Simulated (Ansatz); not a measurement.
Runs of Ansatz 0.2.0 on ZrC. It takes space group Fm-3m (No. 225, cubic). The conventional cell has a = 4.730 Å, b = 4.730 Å, c = 4.730 Å, α = 90.00°, β = 90.00°, γ = 90.00°. Zr (site symmetry m-3m) has 6 C at 2.37 Å as nearest neighbours. Around C (site symmetry m-3m) lie 6 Zr at 2.37 Å. 

```csv
task,level,potentials or basis,spin,U,cell,k mesh,cutoff (eV),smearing,driver,double counting,hubbard projectors,points for each segment of the path,eos,other keys,gap on the mesh (eV),pressure (GPa)
ladder of functionals,PBE+D3(BJ)+ATM+U,Ansatz PAW,off,Zr d U = 6.2 eV,as given,10 × 10 × 10,420,methfessel-paxton 0.1 eV,chain,amf,ortho-atomic (the default),-,-,-,none,-6.3
projected density of states,LDA,Ansatz PAW,off,-,as given,10 × 10 × 10,420,cold 0.15 eV,chain,-,-,-,-,-,none,-12.5
ladder of functionals,PBE+D3(BJ)-ATM+U,Ansatz PAW,off,Zr d U = 6.2 eV,as given,10 × 10 × 10,420,methfessel-paxton 0.1 eV,-,amf,ortho-atomic (the default),-,-,-,none,-6.3
band structure,HSEsol,Ansatz PAW,"collinear, ferromagnetic start",-,volume scaled by 0.96,6 × 6 × 6,420,gaussian 0.02 eV,chain,-,-,4,-,-,(a),-0.2
single point,r2SCAN+rVV10,Ansatz PAW earlier set,off,-,as given,10 × 10 × 10,820,tetrahedron-uncorrected,calculator,-,-,-,-,hamiltonian.xc = r2scan; scf.occupations.width = left out; …,none,(b)
single point,RPBE+D3(BJ)+ATM,Ansatz PAW,off,-,as given,10 × 10 × 10,420,tetrahedron-uncorrected,calculator,-,-,-,-,hamiltonian.xc = rpbe; scf.eigensolver.kind = davidson; …,none,-32.3
single point,LDA+U,Ansatz PAW,off,Zr d U = 5 eV,as given,12 × 12 × 12,420,methfessel-paxton 0.025 eV,calculator,fll,atomic,-,-,kpoints.mp_grid.grid = 12 × 12 × 12; scf.n_extra_bands = 32; …,none,-12.2
```

Problem. Fill in the values left out.

Solution. (a) 0.29; (b) -3.8.

Caveats: pairwise dispersion overbinds metals, which lowers pressure and volume (some runs); U without spin polarisation on a metal has little footing (some runs); the U is typed as a test and isn't derived for this compound (some runs); the PAW data sets were made with another functional, which shifts forces and pressure a little (some runs); the magnetic or orbital state may not be the lowest (some runs); the starting moments weren't kept (some runs); the thresholds are loose for stress (some runs).

A k mesh can miss the band edges, and the runs leave out spin-orbit coupling on Zr.

A gap of «none» marks a metal or a gap under the smearing width.
